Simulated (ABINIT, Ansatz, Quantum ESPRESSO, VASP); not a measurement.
# Al2Au: 4 runs at one level of theory

```
Au Al
1.0
     0.00000    3.00000    3.00000
     3.00000    0.00000    3.00000
     3.00000    3.00000    0.00000
Au Al
1 2
Direct
  0.00000 0.00000 0.00000
  0.75000 0.75000 0.75000
  0.25000 0.25000 0.25000
```

Alike in all runs: task single point; functional PBE; k mesh 8 × 8 × 8; occupations fermi-dirac, width 0.05 eV; no spin polarisation; no spin-orbit coupling. Pressure is positive in compression and, in plane waves, holds the error of the finite cutoff, which Ansatz's Pulay term estimates and takes out.

```tsv
program and potentials	plane-wave cutoff (eV)	notes	band gap (eV)	pressure (GPa)
ABINIT, JTH PAW PBE v2.0	544	5.67 valence electrons an atom on average	no gap	3.09
Ansatz, Ansatz PAW (earlier soft set)	420	8.33 valence electrons an atom on average; Pulay term of +0.04 GPa included	no gap	3.24
Quantum ESPRESSO, SSSP 1.3 efficiency PBE	816	8.33 valence electrons an atom on average	no gap	3.10
VASP, PBE PAW files Al, Au, 520 eV	520	5.67 valence electrons an atom on average	no gap	3.05
```

None finds a gap. The pressure spans 3.05 (VASP, PBE PAW files Al, Au, 520 eV) to 3.24 GPa (Ansatz, Ansatz PAW (earlier soft set)).

Differences between rows come from potentials, basis sets and numerical settings, since the functional is the same but for its coding. Runs on potential files found faulty are left out.

All four runs describe Al2Au as a metal under modest compression at this fixed cell. The missing gap follows from electron counting: the primitive cell of this fluorite-type compound holds one gold and two aluminium atoms, hence an odd number of valence electrons, which cannot fill a set of spin-degenerate bands. The states at the Fermi level are probably mainly Al s-p in character with some Au admixture, as the Au 5d shell is essentially full and lies deeper.

The positive pressure means that the PBE equilibrium volume is larger than the one used. Since the cell is close to the measured one, this probably reflects PBE's usual underbinding of heavy late transition metals. The number of valence electrons does not account for the spread: Quantum ESPRESSO and Ansatz treat equally many, yet Quantum ESPRESSO lies closer to ABINIT, which treats fewer. The metallic character fits the known compound, but its purple colour depends on interband transitions, which the absence of a gap alone does not establish.
